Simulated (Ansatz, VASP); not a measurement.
## LiH: VASP beside Ansatz

Contents of INCAR:

```
ALGO = Normal ; EDIFF = 1E-6
ENCUT = 520 ; GGA = PS
ISIF = 2 ; ISMEAR = 0
LASPH = True ; LCHARG = False
LREAL = False ; LWAVE = False
NBANDS = 9 ; NELM = 100
PREC = Accurate ; SIGMA = 0.05
```

File KPOINTS:

```
k-points
0
Gamma
  10 10 10
```

Contents of POSCAR:

```
LiH
1.0
    0.0000000000      2.1951000000      1.9512000000
    2.1951000000      0.0000000000      1.9512000000
    2.1951000000      2.1951000000      0.0000000000
Li H
1 1
Direct
    0.0000000000      0.0000000000      0.0000000000
    0.5000000000      0.5000000000      0.5000000000
```

Input for Ansatz:

```yaml
crystal:
  lattice:
    - [0.0, 2.1951, 1.9512]
    - [2.1951, 0.0, 1.9512]
    - [2.1951, 2.1951, 0.0]
  atoms:
    - { symbol: Li, position: [0.0, 0.0, 0.0] }
    - { symbol: H, position: [0.5, 0.5, 0.5] }
basis:
  ecutwfc: 420
kpoints:
  mp_grid: { grid: [10, 10, 10] }
hamiltonian:
  xc: pbesol
scf:
  occupations: { method: gaussian, width: 0.05 }
output:
  forces: true
  stress: true
  eigenvalues: true
```

Change from the starting cell: strain +0.080 along x and y, -0.040 along z, atoms carried along.

Alike in both runs: task single point; functional PBEsol; k mesh 10 × 10 × 10; occupations gaussian, width 0.05 eV; no spin polarisation.

|  | VASP | Ansatz |
| --- | --- | --- |
| version | VASP 6.6.1 | Ansatz 0.2.0 |
| potentials or method | VASP PAW PBE potentials, release 64 (Li_sv, H) | scalar-relativistic, plane waves, PAW |
| plane-wave cutoff (eV) | 520 | 420 |
| valence electrons in the cell | 4 | 4 |

|  | VASP | Ansatz | Ansatz less VASP |
| --- | --- | --- | --- |
| gap on the k mesh at the Fermi level (eV) | 1.90 | 1.90 | +0.002 |
| least direct gap on the mesh (eV) | 2.69 | 2.70 | +0.005 |

 A k mesh can miss the band edges.
